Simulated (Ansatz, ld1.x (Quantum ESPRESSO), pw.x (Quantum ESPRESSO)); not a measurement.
**From atom to crystal: ultrasoft potential for rhodium**

Rh, ultrasoft, made with ld1.x (Quantum ESPRESSO) 7.5 (PBE, scalar-relativistic). Core [Ar] 3d10 4s2, reference 4p6 4d8 5s0.75 5p0 (charge +0.25). Waves: 5s (bound): rcut 2.40, rcutus 2.55 bohr; 5s channel at 2.65 Ry: rcut 2.40, rcutus 2.55 bohr; 4p (bound): rcut 1.55, rcutus 1.95 bohr; 5p (bound, empty): rcut 1.55, rcutus 1.95 bohr; 4d (bound): rcut 1.30, rcutus 1.60 bohr; 4d channel at 1.5 Ry: rcut 1.30, rcutus 1.60 bohr. Local part: all-electron potential smoothed inside 2.35 bohr (lloc = -1). Core correction: none. Augmentation charge: PSQ, inside the norm-conserving radii.

Crystal test: diamond Rh in pw.x 7.5, no spin, 8³ k-points, Fermi–Dirac smearing 0.01 Ry, cutoffs 85/680 Ry. The reference is all-electron LAPW (Ansatz 0.2.0) with the same functional, mesh and smearing; V0 and B0 come from Birch–Murnaghan fits to the pressures at five volumes. Errors are pseudo minus all-electron; Δ is the rms difference of the E(V) curves that follow from these fits, minima aligned, over ±6 % about the mean V0. Mesh and smearing are coarse, so the numbers serve the comparison and aren't converged zero-temperature values; the lattice is a test structure that the element need not adopt.

All-electron: a0 = 5.521 Å (V0 = 21.04 Å³/atom), B0 = 126.3 GPa.

Q: How far does the potential miss the all-electron equation of state?

A: mean pressure error (GPa): +2.36; a0 (Å): 5.554; a0 error (%): +0.58; B0 error (%): -0.6; Δ (meV/atom): 10.3. The largest radius (2.55 bohr) exceeds half the bond length (2.26 bohr), so the spheres overlap, which is one possible source of error among others. This is a poor potential for the solid. Atomic configuration tests: test run stopped at test 3 of 7 (negative rho).

```tsv
V (Å³/atom)	P all-electron (GPa)	P pseudo (GPa)
19.937	7.84	10.81
20.461	3.80	6.42
20.986	0.34	2.66
21.511	-2.63	-0.58
22.035	-5.17	-3.34
```

Q: At the middle volume, how do free energy and pressure move when the wave cutoff is lowered (ecutrho held at 680 Ry)?

A:

```json
{"cutoff (Ry)": "38", "shift of F (meV/atom)": "+229.2", "shift of P (GPa)": "-13.00"}
{"cutoff (Ry)": "51", "shift of F (meV/atom)": "+63.8", "shift of P (GPa)": "-0.67"}
{"cutoff (Ry)": "68", "shift of F (meV/atom)": "+7.7", "shift of P (GPa)": "-0.43"}
```

The run at the middle volume (29 k-points, 12 iterations) took about 77 s on one core of a shared host (Neoverse-V1, 32 threads, 247 GiB, load 14).
